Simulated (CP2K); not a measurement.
Runs of CP2K 2026.2 on Si. Symmetry: I4_1/amd, No. 141, tetragonal system. The conventional cell has a = 4.743 Å, b = 4.743 Å, c = 2.659 Å, α = 90.00°, β = 90.00°, γ = 90.00°. Si (site symmetry -4m2) is surrounded by 6 Si at 2.46 to 2.66 Å. This isn't the form of Si at room conditions, which is diamond.

| task | level | potentials or basis | cell | k mesh | smearing | EPS_DEFAULT | k points reduced by the point group | NGRIDS | basis sets | potentials | gap on the mesh (eV) | pressure (GPa) | relaxed volume (Å³/atom) |
| --- | --- | --- | --- | --- | --- | --- | --- | --- | --- | --- | --- | --- | --- |
| band structure | SCAN | POTENTIAL_UZH Si GTH-SCAN-q4; TZVP-MOLOPT-SCAN-GTH basis | as given | 11 × 11 × 11 | fermi-dirac 0.0259 eV | 1.0E-9 | yes | 5 | Si TZVP-MOLOPT-SCAN-GTH-q4 | Si GTH-SCAN-q4 of POTENTIAL_UZH | none | (a) | - |
| band structure | LDA | GTH_POTENTIALS Si GTH-PADE-q4; TZVP-MOLOPT-PBE-GTH basis | atoms moved at random, drawn with an rms of 0.15 Å | 11 × 11 × 11 | gaussian 0.05 eV | 1.0E-10 | yes | 4 | Si TZVP-MOLOPT-PBE-GTH-q4 | Si GTH-PADE-q4 of GTH_POTENTIALS | none | -0.2 | - |
| relaxation of cell and atoms | LDA | GTH_POTENTIALS Si GTH-PADE-q4; TZVP-MOLOPT-PBE-GTH basis | relaxed | 9 × 9 × 9 | fermi-dirac 0.05 eV | 1.0E-9 | - | 5 | Si TZVP-MOLOPT-PBE-GTH-q4 | Si GTH-PADE-q4 of GTH_POTENTIALS | none | 0.0 | 14.72 |
| band structure | LDA | GTH_POTENTIALS Si GTH-PADE-q4; TZVP-MOLOPT-PBE-GTH basis | as given | 11 × 11 × 11 | fermi-dirac 0.05 eV | 1.0E-9 | yes | 4 | Si TZVP-MOLOPT-PBE-GTH-q4 | Si GTH-PADE-q4 of GTH_POTENTIALS | none | -1.8 | - |
| relaxation of cell and atoms | LDA | GTH_POTENTIALS Si GTH-PADE-q4; TZVP-MOLOPT-PBE-GTH basis | relaxed | 9 × 9 × 9 | fermi-dirac 0.0259 eV | 1.0E-9 | - | 5 | Si TZVP-MOLOPT-PBE-GTH-q4 | Si GTH-PADE-q4 of GTH_POTENTIALS | none | 0.0 | 14.72 |
| band structure | r2SCAN | POTENTIAL_UZH Si GTH-SCAN-q4; TZVP-MOLOPT-SCAN-GTH basis | as given | 11 × 11 × 11 | fermi-dirac 0.05 eV | 1.0E-9 | yes | 5 | Si TZVP-MOLOPT-SCAN-GTH-q4 | Si GTH-SCAN-q4 of POTENTIAL_UZH | none | 1.7 | - |
| band structure | TASK | POTENTIAL_UZH Si GTH-SCAN-q4; TZVP-MOLOPT-SCAN-GTH basis | as given | 11 × 11 × 11 | fermi-dirac 0.05 eV | 1.0E-9 | yes | 5 | Si TZVP-MOLOPT-SCAN-GTH-q4 | Si GTH-SCAN-q4 of POTENTIAL_UZH | none | 3.6 | - |
| band structure | LDA | GTH_POTENTIALS Si GTH-PADE-q4; TZVP-MOLOPT-PBE-GTH basis | as given | 11 × 11 × 11 | gaussian 0.1 eV | 1.0E-10 | yes | 5 | Si TZVP-MOLOPT-PBE-GTH-q4 | Si GTH-PADE-q4 of GTH_POTENTIALS | none | -1.8 | - |

Alike in all rows: no spin polarisation.

Task: Estimate the missing entries.

Result: (a) 0.6.

Caveats: the basis of atomic orbitals isn't converged, which shifts pressures, moduli and gaps; forces of over 1 eV/Å show positions far from the minimum, so gaps and moduli don't describe the material at rest (some runs); the potentials were made for another functional, which shifts forces and pressure (some runs).

A k mesh can miss the band edges.

A gap of «none» marks a metal or a gap under the smearing width.

Not every run made on this cell is shown here.
